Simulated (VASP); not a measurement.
HfO2 under changes of volume

One of the cells (10.500 Å³/atom); the others are scaled copies at fixed shape and fractional positions:

```
CELL_PARAMETERS angstrom
3.52436 0.00000 0.00000
0.00000 3.52436 0.00000
0.00000 0.00000 5.07189
ATOMIC_POSITIONS crystal
Hf 0.00000 0.00000 0.00000
Hf 0.50000 0.50000 0.50000
O 0.00000 0.50000 0.20603
O 0.50000 0.00000 0.29397
O 0.50000 0.00000 0.79397
O 0.00000 0.50000 0.70603
```

Measurements of this composition are mostly on another form, of space group No. 14.

| Property | Result |
| --- | --- |
| Program | VASP 6.6.1 |
| Functional | LDA |
| Potentials or basis | VASP PAW LDA potentials, release 64 (Hf_pv, O) |
| Cutoff | 520 eV |
| k mesh | 8 × 8 × 4 |
| Occupations | gaussian, width 0.02 eV |
| Spin | no spin polarisation |

```csv
volume (Å³/atom),energy over the lowest point (meV/atom),pressure (GPa),gap on the mesh (eV),largest force (eV/Å)
10.080,?,?,?,?
10.290,4.46,6.2,4.58,0.104
10.500,0.00,0.2,4.51,0.001
10.710,3.01,-5.1,4.44,0.094
10.920,12.73,-10.0,4.38,0.183
```

**Question.** What does the run at 10.080 Å³/atom give?

**Answer.** Energy over the lowest point 17.19 meV/atom; pressure 12.9 GPa; gap on the mesh 4.64 eV; largest force 0.215 eV/Å.

Worked out: A Birch-Murnaghan fit of order 2 (a polynomial in V^(-2/3)) to the other rows has its minimum at 10.52 Å³/atom with B0 = V·E''(V) = 282 GPa at fixed shape and positions, which overstates the stiffness. It gives 17.13 meV/atom at 10.080 Å³/atom, against the run's 17.19, and -dE/dV = 13.0 GPa, against 12.9. A straight line through the other rows of the gap, of slope -3.38 eV per unit of ln V, extrapolates to 4.65 eV, against the run's 4.64.

Energies are extrapolated to zero smearing.

Caveats: spin-orbit coupling is left out, which moves the levels of the heavy elements.

A mesh can miss the band edges.
